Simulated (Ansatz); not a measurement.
# The polar optical mode of GaP at 22 GPa, worked through

These are results of Ansatz, DFT LDA, scalar-relativistic, plane waves, PAW, not measurements. Plane waves to 420 eV; Γ-centred k mesh 10×10×10; fixed occupations. No spin polarisation. Phonons by linear response, acoustic sum rule imposed.

The cell, relaxed at 22 GPa:
```cif
data_structure
_symmetry_space_group_name_H-M 'P 1'
_symmetry_Int_Tables_number 1
_cell_length_a 3.6036
_cell_length_b 3.6036
_cell_length_c 3.6036
_cell_angle_alpha 60.000
_cell_angle_beta 60.000
_cell_angle_gamma 60.000
_cell_volume 33.09
loop_
_atom_site_label
_atom_site_type_symbol
_atom_site_fract_x
_atom_site_fract_y
_atom_site_fract_z
_atom_site_occupancy
Ga1 Ga 0.00000 0.00000 0.00000 1
P1 P 0.75000 0.75000 0.75000 1
```

At this pressure the crystal is close to a known change of phase. The run warned that the force constants aren't converged on this k mesh, so the frequencies and all that is formed from them are rough.

Linear response gives ν_TO = 446.6 cm⁻¹, Born charges ±1.772 e (positive on Ga) and ε∞ = 9.997. The primitive cell holds 33.089 Å³, and the masses are 69.723 and 30.974 amu.

Problem. Find ν_LO and the static dielectric constant.

Solution. The long-wave field adds a restoring force: ω_LO² − ω_TO² = Z*²e²/(ε_vac ε∞ μV). In these units ν_LO² − ν_TO² = 4.92064×10⁷ Z*²/(μ V ε∞) cm⁻², with μ = m₁m₂/(m₁ + m₂) = 21.446 amu: 21772 cm⁻². So ν_LO = √(446.6² + 21772) = 470.4 cm⁻¹, and the run gives 470.4. Lyddane–Sachs–Teller then gives ε0 = ε∞ (ν_LO/ν_TO)² = 11.09, against 11.09 in the run (it forms both from the same three quantities, so the match checks the arithmetic only). Between ν_TO and ν_LO the dielectric function is negative and an undamped crystal reflects fully: a reststrahlen band from 21.3 to 22.4 μm.

Problem. What do the Clausius–Mossotti polarisability and the Szigeti charge come to?

Solution. With the Lorentz local field, α = (3V/4π)(ε∞ − 1)/(ε∞ + 2) = 5.92 Å³ for the pair, and e_S = 3Z*/(ε∞ + 2) = 0.44 e. The Born charge includes the electrons' response to the dipole's own local field, and e_S takes that enhancement out. The Lorentz field assumes point-like polarisable ions, a poor picture once ε∞ is this large, since the electron clouds then overlap or are shared, so both numbers are formal here.

Problem. How strongly does a slow electron couple to the LO mode?

Solution. For one isotropic parabolic band, Fröhlich's constant is α_F = (1/ε∞ − 1/ε0) √(m* Ry/ħω_LO), with Ry = 13.606 eV, ħω_LO = 58.3 meV and m* in free-electron masses: α_F = 0.0098 × 15.27 × √m* = 0.15 √m*. The band mass isn't part of this run; for m* = 0.1, 0.3 and 1 it gives 0.05, 0.08, 0.15. In weak coupling the polaron lies α_F ħω_LO below the band edge (5 meV at m* = 0.3) with a mass m*(1 + α_F/6); past α_F of about 5 or 6 that expansion fails. A semilocal functional's ε∞ tends to be too large, which taken alone lowers α_F.

Cost: 1 run of about 1.2 core-minutes, on Arm Neoverse V1 (shared hosts).

The lattice adds only modestly to the dielectric response, taking it from 9.997 to 11.09, so most of the screening in compressed GaP is electronic. This fits a largely covalent sp³ network: the bonding electrons polarise easily and weaken the long-range field of the LO mode, while short-range bond forces supply most of the restoring force for both optical branches. The positive Born charge on Ga follows the higher electronegativity of P, but its size measures charge flow as the bonds are stretched, not a static ionic charge.

The lattice term scales with the square of the Born charge and inversely with the square of the TO frequency, so an error in the force constants passes directly into the static constant. The small difference between the inverse dielectric constants is also what keeps the Fröhlich coupling weak for ordinary band masses. A real zone-centre optical frequency doesn't establish dynamical stability near the transition, since in compressed tetrahedral semiconductors it is typically the zone-boundary transverse acoustic modes that soften.
